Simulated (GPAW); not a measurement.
# ZrC (Fm-3m) in GPAW: convergence with k mesh

Aim: find how far k mesh must go before the results for ZrC settle, at PBE+D4. This setting moves, with any that are tied to it; all else stays.

All numbers are computed with GPAW 26.7.0; they aren't measurements. Logs are shortened: lines on timing, memory, paths and dates and some standing lists are left out, and cuts for length are marked. The log counts tension as positive stress, the text compression.

### 1 The structure

The structure is cubic, space group Fm-3m (No. 225). Conventional cell: a = 4.730 Å, b = 4.730 Å, c = 4.730 Å, α = 90.00°, β = 90.00°, γ = 90.00°. Zr (site symmetry m-3m) is surrounded by 6 C at 2.37 Å. Around C (site symmetry m-3m) lie 6 Zr at 2.37 Å.

### 2 With k mesh 3 × 3 × 3

run.py

```python
import json
import numpy as np
from ase import Atoms
from ase.calculators.mixing import SumCalculator
from ase.constraints import FixSymmetry
from ase.io import read, write
from ase.optimize import BFGS
from dftd4.ase import DFTD4
from phonopy import Phonopy
from phonopy.structure.atoms import PhonopyAtoms
from gpaw import GPAW

atoms = read('ZrC.xyz')

calc = GPAW(mode='fd',
            h=0.16,
            xc='PBE',
            kpts={'size': (3, 3, 3), 'gamma': True},
            occupations={'name': 'fermi-dirac', 'width': 0.05},
            nbands=18,
            convergence={'density': 1e-06, 'eigenstates': 1e-09},
            maxiter=150,
            txt='gpaw.txt')
atoms.calc = SumCalculator([calc, DFTD4(method='pbe')])
atoms.set_constraint(FixSymmetry(atoms))
BFGS(atoms, trajectory='relax.traj', logfile='-').run(fmax=0.005, steps=40)
atoms.set_constraint()
energy = atoms.get_potential_energy()
forces = atoms.get_forces()
calc.write('gs.gpw')
write('result.traj', atoms)
print('Cell:', atoms.cell.cellpar().round(4))
print(atoms.get_scaled_positions().round(5))

def force_constants(scale):
    unit = PhonopyAtoms(symbols=atoms.get_chemical_symbols(), cell=atoms.cell[:] * scale**(1 / 3),
                        scaled_positions=atoms.get_scaled_positions())
    ph = Phonopy(unit, supercell_matrix=np.diag([1, 1, 1]), primitive_matrix=np.eye(3), symprec=1e-4)
    ph.generate_displacements(distance=0.02)
    forces = []
    for i, sc in enumerate(ph.supercells_with_displacements):
        a = Atoms(sc.symbols, cell=sc.cell, scaled_positions=sc.scaled_positions, pbc=True)
        c = GPAW(mode='fd',
                 h=0.16,
                 xc='PBE',
                 kpts={'size': (3, 3, 3), 'gamma': True},
                 occupations={'name': 'fermi-dirac', 'width': 0.05},
                 nbands=18,
                 convergence={'density': 1e-06, 'eigenstates': 1e-09},
                 maxiter=150,
                 txt=f'disp-{scale:.3f}-{i:02d}.txt')
        a.calc = SumCalculator([c, DFTD4(method='pbe')])
        f = a.get_forces()
        forces.append(f - f.mean(axis=0))
        print(f'displacement {i}: drift', f.mean(axis=0).round(5), flush=True)
    ph.forces = forces
    ph.produce_force_constants()
    ph.symmetrize_force_constants()
    return ph

qpoints = [[0.0, 0.0, 0.0]]
results = {}
for scale in [1.0]:
    ph = force_constants(scale)
    ph.run_qpoints(qpoints)
    nu = ph.qpoints.frequencies * 33.35641  # THz to cm^-1
    results[f'{scale:.3f}'] = nu.tolist()
    for qp, f in zip(qpoints, nu):
        print(scale, np.round(qp, 4), f.round(2))
json.dump(results, open('phonons.json', 'w'))
```

ZrC.xyz

```xyz
2
Lattice="0.0000000000 2.3650000000 2.3650000000 2.3650000000 0.0000000000 2.3650000000 2.3650000000 2.3650000000 0.0000000000" Properties=species:S:1:pos:R:3 pbc="T T T"
Zr     2.3650000000      2.3650000000      2.3650000000
C      0.0000000000      0.0000000000      0.0000000000
```

Potentials or basis: GPAW PAW data sets (gpaw-data 1.2.1), fd.

Launch:

```
$ OMP_NUM_THREADS=1 python run.py
```

Run time: 25 s. Hardware: 1 thread of Arm Neoverse V2, shared host; peak memory 0.22 GiB.

What came out:

```yaml
Free_energy: -18.6909 eV
Band_gap_on_the_k_mesh: none (metal or under the smearing width)
Highest_phonon_frequency_at_Γ: 466 cm⁻¹
Dispersion_energy_per_atom: -0.243 eV
```

### 3 With k mesh 4 × 4 × 4

Changes to run.py since step 2:

```diff
@@ -17,3 +17,3 @@
             xc='PBE',
-            kpts={'size': (3, 3, 3), 'gamma': True},
+            kpts={'size': (4, 4, 4), 'gamma': True},
             occupations={'name': 'fermi-dirac', 'width': 0.05},
@@ -46,3 +46,3 @@
                  xc='PBE',
-                 kpts={'size': (3, 3, 3), 'gamma': True},
+                 kpts={'size': (4, 4, 4), 'gamma': True},
                  occupations={'name': 'fermi-dirac', 'width': 0.05},
```

ZrC.xyz is that of step 2.

Potentials or basis: GPAW PAW data sets (gpaw-data 1.2.1), fd.

Launch:

```
$ OMP_NUM_THREADS=1 python run.py
```

It took 47 s on 1 thread of Arm Neoverse V2, shared host; peak memory 0.25 GiB.

What came out:

```
Free energy                   : -18.8309 eV
Band gap on the k mesh        : none (metal or under the smearing width)
Highest phonon frequency at Γ : 455 cm⁻¹
Dispersion energy per atom    : -0.243 eV
```

### 4 With k mesh 5 × 5 × 5

Changes to run.py since step 3:

```diff
@@ -17,3 +17,3 @@
             xc='PBE',
-            kpts={'size': (4, 4, 4), 'gamma': True},
+            kpts={'size': (5, 5, 5), 'gamma': True},
             occupations={'name': 'fermi-dirac', 'width': 0.05},
@@ -46,3 +46,3 @@
                  xc='PBE',
-                 kpts={'size': (4, 4, 4), 'gamma': True},
+                 kpts={'size': (5, 5, 5), 'gamma': True},
                  occupations={'name': 'fermi-dirac', 'width': 0.05},
```

ZrC.xyz is that of step 3.

Launch:

```
$ OMP_NUM_THREADS=1 python run.py
```

Run time: 68 s. Hardware: 1 thread of Arm Neoverse V2, shared host; peak memory 0.37 GiB.

It converged, with:

```yaml
Free_energy: -18.8394 eV
Band_gap_on_the_k_mesh: none (metal or under the smearing width)
Highest_phonon_frequency_at_Γ: 278 cm⁻¹
Dispersion_energy_per_atom: -0.243 eV
```

### 5 With k mesh 6 × 6 × 6

Changes to run.py since step 4:

```diff
@@ -17,3 +17,3 @@
             xc='PBE',
-            kpts={'size': (5, 5, 5), 'gamma': True},
+            kpts={'size': (6, 6, 6), 'gamma': True},
             occupations={'name': 'fermi-dirac', 'width': 0.05},
@@ -46,3 +46,3 @@
                  xc='PBE',
-                 kpts={'size': (5, 5, 5), 'gamma': True},
+                 kpts={'size': (6, 6, 6), 'gamma': True},
                  occupations={'name': 'fermi-dirac', 'width': 0.05},
```

ZrC.xyz is that of step 4.

Potentials or basis: GPAW PAW data sets (gpaw-data 1.2.1), fd.

Launch:

```
$ OMP_NUM_THREADS=1 python run.py
```

gpaw.txt:

```text
__  _  _
 | _ |_)|_||  |
 |__||  | ||/\| - 26.7.0

Input parameters:
  mode=FD(),
  convergence={'density': 1e-06, 'eigenstates': 1e-09},
  h=0.16,
  kpts=MonkhorstPack(size=(6, 6, 6), gamma=True),
  maxiter=150,
  nbands=18,
  occupations=Occupations(name='fermi-dirac', width=0.05),
  xc=XC(name='PBE')

Diagonalizing LCAO Hamiltonian
Converting LCAO to fd mode

               Zr

       C

Atoms  # Å, Bohr magnetons
|   | symbol |        x |        y |        z |    initial magnetic moments |
|---|--------|----------|----------|----------|-----------------------------|
| 0 |     Zr | 2.365000 | 2.365000 | 2.365000 | ( 0.0000,  0.0000,  0.0000) |
| 1 |      C | 0.000000 | 0.000000 | 0.000000 | ( 0.0000,  0.0000,  0.0000) |

Unit cell  # Å
| periodic |        x |        y |        z |  lengths |    angles |
|----------|----------|----------|----------|----------|-----------|
|      yes | 0.000000 | 2.365000 | 2.365000 | 3.344615 | 60.000000 |
|      yes | 2.365000 | 0.000000 | 2.365000 | 3.344615 | 60.000000 |
|      yes | 2.365000 | 2.365000 | 0.000000 | 3.344615 | 60.000000 |

Number of symmetries: 48
Symmetry operations  # r_c * U_cc + t_c -> r_c
|    | kind |            matrix            |
|----|------|------------------------------|
|  0 |  σ   |  1, 0, 0,  1, 0,-1,  1,-1, 0 |
|  1 |  C2  |  1, 0, 0,  1,-1, 0,  1, 0,-1 |
|  2 |  E   |  1, 0, 0,  0, 1, 0,  0, 0, 1 |
|  3 |  σ   |  1, 0, 0,  0, 0, 1,  0, 1, 0 |
|  4 |  C4  |  1, 0,-1,  1, 0, 0,  1,-1, 0 |
|  5 |  S6  |  1, 0,-1,  1,-1, 0,  1, 0, 0 |
|  6 |  σ   |  1, 0,-1,  0, 1,-1,  0, 0,-1 |
|  7 |  C3  |  1, 0,-1,  0, 0,-1,  0, 1,-1 |
|  8 |  S6  |  1,-1, 0,  1, 0, 0,  1, 0,-1 |
|  9 |  C4  |  1,-1, 0,  1, 0,-1,  1, 0, 0 |
| 10 |  C3  |  1,-1, 0,  0,-1, 1,  0,-1, 0 |
| 11 |  σ   |  1,-1, 0,  0,-1, 0,  0,-1, 1 |
| 12 |  σ   |  0, 1, 0,  1, 0, 0,  0, 0, 1 |
| 13 |  C4  |  0, 1, 0,  0, 1,-1, -1, 1, 0 |
| 14 |  C3  |  0, 1, 0,  0, 0, 1,  1, 0, 0 |
| 15 |  S6  |  0, 1, 0, -1, 1, 0,  0, 1,-1 |
| 16 |  C2  |  0, 1,-1,  1, 0,-1,  0, 0,-1 |
| 17 |  σ   |  0, 1,-1,  0, 1, 0, -1, 1, 0 |
| 18 |  S4  |  0, 1,-1,  0, 0,-1,  1, 0,-1 |
| 19 |  C4  |  0, 1,-1, -1, 1, 0,  0, 1, 0 |
| 20 |  C3  |  0, 0, 1,  1, 0, 0,  0, 1, 0 |
| 21 |  σ   |  0, 0, 1,  0, 1, 0,  1, 0, 0 |
| 22 |  S6  |  0, 0, 1,  0,-1, 1, -1, 0, 1 |
| 23 |  C4  |  0, 0, 1, -1, 0, 1,  0,-1, 1 |
| 24 |  S4  |  0, 0,-1,  1, 0,-1,  0, 1,-1 |
| 25 |  C3  |  0, 0,-1,  0, 1,-1,  1, 0,-1 |
| 26 |  C2  |  0, 0,-1,  0,-1, 0, -1, 0, 0 |
| 27 |  S6  |  0, 0,-1, -1, 0, 0,  0,-1, 0 |
| 28 |  S4  |  0,-1, 1,  1,-1, 0,  0,-1, 0 |
| 29 |  C4  |  0,-1, 1,  0, 0, 1, -1, 0, 1 |
| 30 |  C2  |  0,-1, 1,  0,-1, 0,  1,-1, 0 |
| 31 |  σ   |  0,-1, 1, -1, 0, 1,  0, 0, 1 |
| 32 |  C3  |  0,-1, 0,  1,-1, 0,  0,-1, 1 |
| 33 |  S6  |  0,-1, 0,  0, 0,-1, -1, 0, 0 |
| 34 |  S4  |  0,-1, 0,  0,-1, 1,  1,-1, 0 |
| 35 |  C2  |  0,-1, 0, -1, 0, 0,  0, 0,-1 |
| 36 |  C2  | -1, 1, 0,  0, 1, 0,  0, 1,-1 |
| 37 |  S6  | -1, 1, 0,  0, 1,-1,  0, 1, 0 |
| 38 |  S4  | -1, 1, 0, -1, 0, 1, -1, 0, 0 |
| 39 |  C3  | -1, 1, 0, -1, 0, 0, -1, 0, 1 |
| 40 |  S6  | -1, 0, 1,  0, 0, 1,  0,-1, 1 |
| 41 |  C2  | -1, 0, 1,  0,-1, 1,  0, 0, 1 |
| 42 |  C3  | -1, 0, 1, -1, 1, 0, -1, 0, 0 |
| 43 |  S4  | -1, 0, 1, -1, 0, 0, -1, 1, 0 |
| 44 |  C2  | -1, 0, 0,  0, 0,-1,  0,-1, 0 |
| 45 |  i   | -1, 0, 0,  0,-1, 0,  0, 0,-1 |
| 46 |  σ   | -1, 0, 0, -1, 1, 0, -1, 0, 1 |
| 47 |  C2  | -1, 0, 0, -1, 0, 1, -1, 1, 0 |

BZ-sampling:
  Number of BZ points: 216
  Number of IBZ points: 16

  Monkhorst-Pack size: [6, 6, 6]
  Monkhorst-Pack shift: [0.08333333333333333, 0.08333333333333333, 0.08333333333333333]

K-points  # in reciprocal-cell coordinates
|     |                                coordinates |     weight |
|-----|--------------------------------------------|------------|
|   0 | (  0.00000000,   0.00000000,   0.00000000) | 0.00462963 |
|   1 | (  0.16666667,   0.16666667,   0.00000000) | 0.02777778 |
|   2 | (  0.16666667,   0.16666667,   0.16666667) | 0.03703704 |
|   3 | (  0.33333333,   0.16666667,   0.16666667) | 0.05555556 |
|   4 | (  0.33333333,   0.33333333,  -0.33333333) | 0.05555556 |
|   5 | (  0.33333333,   0.33333333,   0.00000000) | 0.02777778 |
|   6 | (  0.33333333,   0.33333333,   0.16666667) | 0.11111111 |
|   7 | (  0.33333333,   0.33333333,   0.33333333) | 0.03703704 |
|   8 | (  0.50000000,   0.33333333,  -0.33333333) | 0.11111111 |
|   9 | (  0.50000000,   0.33333333,  -0.16666667) | 0.05555556 |
| ... |                                            |            |
|  15 | (  0.50000000,   0.50000000,   0.50000000) | 0.01851852 |

Uniform wave function grid shape: (np.int64(16), np.int64(16), np.int64(16))
Spin-components: 1 (collinear spins)
Bands:           18
Projectors:      11
Spin-degeneracy: 2
Datatype:        complex128

Parallelization:
  kpt:    1
  domain: 1
  band:   1

Density:
  Valence electrons: 16.0
  Components: 1
  Grid points: [16 16 16]
  Charge: 0.0  # |e|

Potential:
  Grid points: [16 16 16]

species:
  Zr:
    name:    Zirconium
    Z:       40.0
    valence: 12
    core:    28
    charge:  0.0  # [|e|]
    compensation charges:
      type: gauss
      rc: 0.40  # [Å]
      lmax: 2
    cutoffs:
      filter: 2.39  # [Å]
      core: 1.59  # [Å]
    projectors
    | kind |    occ | energy [eV] | rcut [Å] |
    |------|--------|-------------|----------|
    |   4s |  2.000 |     -54.478 |    1.323 |
    |   5s |  2.000 |      -4.438 |    1.323 |
    |   4p |  6.000 |     -32.467 |    1.334 |
    |   5p |  0.000 |      -1.470 |    1.334 |
    |   4d |  2.000 |      -3.600 |    1.244 |
    |    d |        |      23.611 |    1.244 |

    Using partial waves for Zr as LCAO basis

  C:
    name:    Carbon
    Z:       6.0
    valence: 4
    core:    2
    charge:  0.0  # [|e|]
    compensation charges:
      type: gauss
      rc: 0.20  # [Å]
      lmax: 2
    cutoffs:
      filter: 1.14  # [Å]
      core: 1.14  # [Å]
    projectors
    | kind |    occ | energy [eV] | rcut [Å] |
    |------|--------|-------------|----------|
    |   2s |  2.000 |     -13.751 |    0.635 |
    |   2p |  2.000 |      -5.284 |    0.635 |
    |    s |        |      13.461 |    0.635 |
    |    p |        |      21.927 |    0.635 |
    |    d |        |       0.000 |    0.635 |

    Using partial waves for C as LCAO basis

Reference energy: -98921.199351  # eV

eigensolver:
  PPCG
  Converge bands: occupied
  niter=2

density mixing:
  MSR1-Mixer
  Pratt-step length: 0.05
  Maximum mixing coefficient: 0.75
  Old densities: 10
  SVD Regularization: 0.005
  Good broyden scale: 1.0
  Trust region scale: 1.0
  Backstep threshold: 4.0
  History deletion threshold: 6.0
  Fourier metric: weight=20.0, sigma=0.015

occupation numbers:
  Fermi-Dirac:
    width: 0.0500  # eV

FastPoissonSolver using
    Stencil: 12*3+1=37 point O(h^6) finite-difference Laplacian
    FFT axes: [np.int64(0), np.int64(1), np.int64(2)]
    FST axes: []

xc functional:
  name: PBE with 2 nearest neighbor stencil
interpolation: tri-quintic # 5. degree polynomial

convergence criteria:
- Maximum integral of absolute [dens]ity change: 1e-06 electrons / valence electron
- Maximum integral of absolute [eigenst]ate change: 1e-09 eV^2 / valence electron
- Maximum [total energy] change in last 3 cyles: 0.0005 eV / valence electron
maximum number of iterations: 150

SCF iterations
|iter     | |      energy | eigst |  dens |
|---------|-|-------------|-------|-------|
|iter:   1| |  -20.221278 | +0.26 |       |
|iter:   2| |  -19.605857 | -1.11 | -0.80 |
|iter:   3| |  -18.369285 | -0.70 | -0.87 |
|iter:   4| |  -18.373211 | -2.18 | -1.61 |
|iter:   5| |  -18.380049 | -2.67 | -1.80 |
|iter:   6| |  -18.379910c| -3.99 | -2.91 |
|iter:   7| |  -18.379911c| -5.02 | -3.66 |
|iter:   8| |  -18.379914c| -6.15 | -4.02 |
|iter:   9| |  -18.379913c| -7.41 | -5.06 |
|iter:  10| |  -18.379913c| -8.21 | -5.79 |
|iter:  11| |  -18.379913c| -9.29c| -6.51c|

Converged in 11 steps
Energy contributions relative to reference atoms: (reference = -98921.199351)

Energy contributions:
  Kinetic:          11.339933
  Coulomb:         -13.987442
  Zero:              0.510816
  External:          0.000000
  Xc:              -16.241980
  Entropy:          -0.002481
  Spinorbit:         0.000000
  ----------------------------
  Free energy:     -18.381154
  Extrapolated:    -18.379913

dipole moment: (-9.410171, -9.410171, -9.410171)  # |e|*Ang

Fermi level: 10.166
Eigenvalues  # (at kpt = [0.000, 0.000, 0.000])
| band index |      eig [eV] | occ [0-2] |
|------------|---------------|-----------|
|          0 |       -37.955 |     2.000 |
|          1 |       -15.689 |     2.000 |
|          2 |       -15.689 |     2.000 |
|          3 |       -15.687 |     2.000 |
|          4 |        -0.999 |     2.000 |
|          5 |        11.166 |     0.000 |
|          6 |        11.166 |     0.000 |
|          7 |        11.170 |     0.000 |
|          8 |        11.314 |     0.000 |
|          9 |        11.314 |     0.000 |
|         10 |        11.315 |     0.000 |
|         11 |        12.986 |     0.000 |
|         12 |        12.986 |     0.000 |
|        ... |               |           |
|         17 |        32.255 |     0.000 |

No gap
No difference between direct/indirect transitions

Forces  # eV/Ang
|       x |       y |       z |
|---------|---------|---------|
| 0.00000 | 0.00000 | 0.00000 |  # Zr   0
| 0.00000 | 0.00000 | 0.00000 |  # C    1

# Writing to gs.gpw (mode='')
```

Run time: 99 s. Hardware: 1 thread of Arm Neoverse V2, shared host; peak memory 0.49 GiB.

Results:

| Property | Result |
| --- | --- |
| Free energy | -18.8681 eV |
| Band gap on the k mesh | none (metal or under the smearing width) |
| Highest phonon frequency at Γ | 355 cm⁻¹ |
| Dispersion energy per atom | -0.243 eV |

### 6 Summary

```csv
k mesh,"energy less the tightest run, at zero smearing (meV/atom)",highest phonon frequency (cm⁻¹),SCF cycles,CPU time (s),peak memory (GiB)
3 × 3 × 3,94.22,466,12,25,0.22
4 × 4 × 4,18.62,455,12,47,0.25
5 × 5 × 5,16.35,278,12,68,0.37
6 × 6 × 6,0.00,355,11,99,0.49
```

Not settled before the last step: the energy (to 1 meV/atom), the highest phonon frequency (to 2 cm⁻¹). Meshes of other sizes hit other points, so gaps and Fermi surfaces needn't settle smoothly. The tightest run that finished is the yardstick and may itself not be fully converged.

Caveats: all runs use coarse meshes.
